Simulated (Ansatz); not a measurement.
Nudged elastic band run: Mo16H

The input (input.yaml):

```yaml
crystal:
  lattice:
    - [6.3, 0.0, 0.0]
    - [0.0, 6.3, 0.0]
    - [0.0, 0.0, 6.3]
  atoms:
    - { symbol: Mo, position: [-0.00579409, -0.00894615, -0.00032163] }
    - { symbol: Mo, position: [0.50072579, -0.00040188, -0.0003137] }
    - { symbol: Mo, position: [-0.00583786, 0.51060915, -0.00033297] }
    - { symbol: Mo, position: [0.00022842, -0.00017441, 0.49968597] }
    - { symbol: Mo, position: [0.256406, 0.25081545, 0.2594984] }
    - { symbol: Mo, position: [0.50075226, 0.50200639, -0.00031845] }
    - { symbol: Mo, position: [0.50295674, -0.00117617, 0.49967703] }
    - { symbol: Mo, position: [0.74985557, 0.25079718, 0.25091552] }
    - { symbol: Mo, position: [0.00023126, 0.50177251, 0.49968759] }
    - { symbol: Mo, position: [0.25035103, 0.75080442, 0.2506523] }
    - { symbol: Mo, position: [0.25641542, 0.25082577, 0.73988553] }
    - { symbol: Mo, position: [0.5030046, 0.50276797, 0.49967367] }
    - { symbol: Mo, position: [0.74760759, 0.75082829, 0.25163575] }
    - { symbol: Mo, position: [0.74984167, 0.25080206, 0.74846362] }
    - { symbol: Mo, position: [0.25035961, 0.75080273, 0.74872347] }
    - { symbol: Mo, position: [0.74759613, 0.75083169, 0.74776518] }
    - { symbol: H, position: [0.12537935, 0.2508791, -0.00032568] }
basis:
  ecutwfc: 420.0
kpoints:
  mp_grid: { grid: [3, 3, 3] }
hamiltonian:
  xc: pbe
scf:
  occupations: { method: gaussian, width: 0.1 }
  lower_state_search: "off"
  max_iter: 75
neb:
  images: 3
  f_tol: 0.05
  max_iterations: 50
  order_check: false
  spring: 100.0
  optimiser: fire
  final_atoms:
    - { symbol: Mo, position: [-0.00155889, -3.183e-05, 0.00060752] }
    - { symbol: Mo, position: [0.50090211, -3.168e-05, 0.00060757] }
    - { symbol: Mo, position: [-0.01005457, 0.5067436, 0.00060423] }
    - { symbol: Mo, position: [-0.00225706, -0.00212746, 0.50060594] }
    - { symbol: Mo, position: [0.24967882, 0.24338345, 0.26034292] }
    - { symbol: Mo, position: [0.50939957, 0.506747, 0.00060487] }
    - { symbol: Mo, position: [0.50160507, -0.00212893, 0.50060631] }
    - { symbol: Mo, position: [0.74967794, 0.24951667, 0.25162906] }
    - { symbol: Mo, position: [-0.00133923, 0.50060711, 0.5006071] }
    - { symbol: Mo, position: [0.24967712, 0.7501555, 0.25185023] }
    - { symbol: Mo, position: [0.24967815, 0.24337802, 0.74089266] }
    - { symbol: Mo, position: [0.50068317, 0.50060526, 0.50060815] }
    - { symbol: Mo, position: [0.74967847, 0.75225223, 0.25254892] }
    - { symbol: Mo, position: [0.74967691, 0.24951877, 0.7496065] }
    - { symbol: Mo, position: [0.24967706, 0.75015534, 0.74938869] }
    - { symbol: Mo, position: [0.74967814, 0.7522539, 0.7486816] }
    - { symbol: H, position: [0.24966766, 0.37506713, 0.00062707] }
```

Command:

```bash
$ ansatz run input.yaml --threads 4 --pin off --max-ram 10240MiB --backend cpu --events-out ev --progress --plain --runs-dir out
```

Output, in part (warnings, iteration lines):

```
NEB end point (image 0): max|allowed force component| = 2.679e-2 eV/Å (the criterion of neb.relax_end_points is 1.000e-2)
NEB end point (image 4): max|allowed force component| = 7.632e-3 eV/Å (the criterion of neb.relax_end_points is 1.000e-2)
NEB iter   1: max|band force component| = 6.718e-1 eV/Å  barrier→ = 0.2284 eV  barrier← = 0.2289 eV  Δτ_max = 0.0101 Å  (30 SCF iters)
NEB iter   2: max|band force component| = 4.725e-1 eV/Å  barrier→ = 0.2097 eV  barrier← = 0.2102 eV  CI = image 2  Δτ_max = 0.0170 Å  (18 SCF iters)
NEB iter   3: max|band force component| = 3.019e-1 eV/Å  barrier→ = 0.1892 eV  barrier← = 0.1897 eV  CI = image 2  Δτ_max = 0.0186 Å  (18 SCF iters)
NEB iter   4: max|band force component| = 2.484e-1 eV/Å  barrier→ = 0.1803 eV  barrier← = 0.1808 eV  CI = image 2  Δτ_max = 0.0198 Å  (18 SCF iters)
NEB iter   5: max|band force component| = 3.184e-1 eV/Å  barrier→ = 0.1796 eV  barrier← = 0.1801 eV  CI = image 2  Δτ_max = 0.0012 Å  (18 SCF iters)
NEB iter   6: max|band force component| = 2.887e-1 eV/Å  barrier→ = 0.1783 eV  barrier← = 0.1788 eV  CI = image 2  Δτ_max = 0.0022 Å  (18 SCF iters)
NEB iter   7: max|band force component| = 2.322e-1 eV/Å  barrier→ = 0.1762 eV  barrier← = 0.1767 eV  CI = image 2  Δτ_max = 0.0031 Å  (18 SCF iters)
NEB iter   8: max|band force component| = 1.546e-1 eV/Å  barrier→ = 0.1740 eV  barrier← = 0.1745 eV  CI = image 2  Δτ_max = 0.0036 Å  (18 SCF iters)
NEB iter   9: max|band force component| = 6.781e-2 eV/Å  barrier→ = 0.1723 eV  barrier← = 0.1728 eV  CI = image 2  Δτ_max = 0.0038 Å  (18 SCF iters)
NEB iter  10: max|band force component| = 7.494e-2 eV/Å  barrier→ = 0.1717 eV  barrier← = 0.1722 eV  CI = image 2  Δτ_max = 0.0035 Å  (18 SCF iters)
NEB iter  11: max|band force component| = 1.060e-1 eV/Å  barrier→ = 0.1720 eV  barrier← = 0.1725 eV  CI = image 2  Δτ_max = 0.0001 Å  (18 SCF iters)
NEB iter  12: max|band force component| = 1.037e-1 eV/Å  barrier→ = 0.1720 eV  barrier← = 0.1725 eV  CI = image 2  Δτ_max = 0.0002 Å  (19 SCF iters)
NEB iter  13: max|band force component| = 9.902e-2 eV/Å  barrier→ = 0.1719 eV  barrier← = 0.1724 eV  CI = image 2  Δτ_max = 0.0003 Å  (21 SCF iters)
NEB iter  14: max|band force component| = 9.217e-2 eV/Å  barrier→ = 0.1718 eV  barrier← = 0.1723 eV  CI = image 2  Δτ_max = 0.0004 Å  (21 SCF iters)
NEB iter  15: max|band force component| = 8.329e-2 eV/Å  barrier→ = 0.1717 eV  barrier← = 0.1722 eV  CI = image 2  Δτ_max = 0.0004 Å  (20 SCF iters)
NEB iter  16: max|band force component| = 7.262e-2 eV/Å  barrier→ = 0.1716 eV  barrier← = 0.1721 eV  CI = image 2  Δτ_max = 0.0005 Å  (20 SCF iters)
NEB iter  17: max|band force component| = 6.046e-2 eV/Å  barrier→ = 0.1715 eV  barrier← = 0.1719 eV  CI = image 2  Δτ_max = 0.0006 Å  (18 SCF iters)
NEB iter  18: max|band force component| = 4.568e-2 eV/Å  barrier→ = 0.1713 eV  barrier← = 0.1718 eV  CI = image 2  Δτ_max = 0.0000 Å  (18 SCF iters)
```

The forces met the threshold. The order of the stationary point at the top wasn't checked. Limits of this set-up: coarse k mesh, odd electron count without spin, a small cell, in which the defect meets its images.

Final band (atoms are numbered from 1 in the order of the input):

```csv
image,path coordinate (Å),energy (eV),Mo1–H17 (Å),Mo6–H17 (Å)
0,0.00,0.000,1.83,2.85
1,0.28,0.087,2.01,2.56
2,0.56,0.171,2.28,2.28
3,0.84,0.087,2.56,2.01
4,1.12,0.000,2.84,1.83
```

Run time: 9 min on 4 threads of Intel(R) Xeon(R) Platinum 8488C (Sapphire Rapids), on a shared host, peak memory 2 GiB.
